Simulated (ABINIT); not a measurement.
A calculation with ABINIT 10.8.3 (patched build) of CdSe (native input, structure from a POSCAR):

File run.abi:

```
# Pseudopotentials
pp_dirpath "./"
pseudos "Cd.GGA_PBE-JTH.xml, Se.GGA_PBE-JTH.xml"

# Structure
structure "poscar:POSCAR"
natom 2

# Plane-wave basis
ecut 22.0
pawecutdg 44.0
pawxcdev 0

# k points
kptopt 1
ngkpt 8 8 8
nshiftk 1
shiftk 0.0 0.0 0.0

# Exchange and correlation
ixc 11

# Bands and occupations
nband 13
occopt 3
tsmear 0.00183747

# SCF cycle
nstep 100
tolvrs 1.0e-9

# Output
iomode 3
prtwf 0
prtden 0
prteig 0
prtebands 0
enunit 1
```

POSCAR

```
CdSe
1.0
    3.5568600000      0.0000000000      0.0000000000
    0.0000000000      3.5568600000      0.0000000000
    0.0000000000      0.0000000000      3.5568600000
Cd Se
1 1
Direct
    0.5000000000      0.5000000000      0.5000000000  Cd
    0.0000000000      0.0000000000      0.0000000000  Se
```

Potentials or basis: JTH PAW PBE v2.0.

Command:

```sh
$ abinit run.abi > log 2>&1
```

The cell was built by a generator and needn't be a form met in nature.

Problem. Write the same calculation in another form: ASE script, structure from a P1 CIF.

Solution. As run:

run.py

```python
import json, os
import numpy as np
from ase.units import GPa
from ase.calculators.abinit import Abinit, AbinitProfile
from ase.io import read

atoms = read('CdSe.cif')

profile = AbinitProfile(command='abinit', pp_paths=[os.path.abspath('pseudos')])
params = dict(
    pps='pawxml', xc='PBE',
    ecut=598.6505,
    pawecutdg=1197.301,
    pawxcdev=0,
    kptopt=1,
    ngkpt=[8, 8, 8],
    nshiftk=1,
    shiftk=[0.0, 0.0, 0.0],
    ixc=11,
    nband=13,
    occopt=3,
    tsmear=0.05,
    nstep=100,
    tolvrs=1e-09,
    prtwf=0,
    prtden=0,
)

atoms.calc = Abinit(profile=profile, directory='run', **params)
energy = atoms.get_potential_energy()
forces = atoms.get_forces()
stress = atoms.get_stress()
print(f'energy {energy:.6f} eV')
print('forces (eV/A)')
print(np.round(forces, 5))
print('stress (GPa, Voigt, tension positive)', np.round(stress / GPa, 4))
json.dump(dict(energy=energy, forces=forces.tolist(), stress=stress.tolist(), cell=atoms.cell.tolist(), frac=atoms.get_scaled_positions(wrap=False).tolist()), open('results.json', 'w'))
```

The input CdSe.cif:

```cif
data_CdSe
_cell_length_a 3.55686000
_cell_length_b 3.55686000
_cell_length_c 3.55686000
_cell_angle_alpha 90.00000000
_cell_angle_beta 90.00000000
_cell_angle_gamma 90.00000000
_space_group_name_H-M_alt 'P1'
_space_group_name_Hall 'P 1'
_space_group_IT_number 1
loop_
_space_group_symop_operation_xyz
'x,y,z'
loop_
_atom_site_label
_atom_site_type_symbol
_atom_site_symmetry_multiplicity
_atom_site_Wyckoff_symbol
_atom_site_fract_x
_atom_site_fract_y
_atom_site_fract_z
_atom_site_occupancy
Cd1 Cd 1 a 0.5000000000 0.5000000000 0.5000000000 1
Se1 Se 1 a 0.0000000000 0.0000000000 0.0000000000 1
```

Potentials or basis: JTH PAW PBE v2.0.

Launch:

```bash
$ python run.py
```

Both were run:

|  | native input, structure from a POSCAR | ASE script, structure from a P1 CIF |
| --- | --- | --- |
| Pressure | 0.0 GPa | 0.0 GPa |
| Band gap on the k mesh | none (metal or under the smearing width) | none (metal or under the smearing width) |
| Valence electrons inside the program's atomic spheres | Cd 10.28; Se 3.87 | Cd 10.28; Se 3.87 |

Keys that steer only the numerical path or the files written may differ.
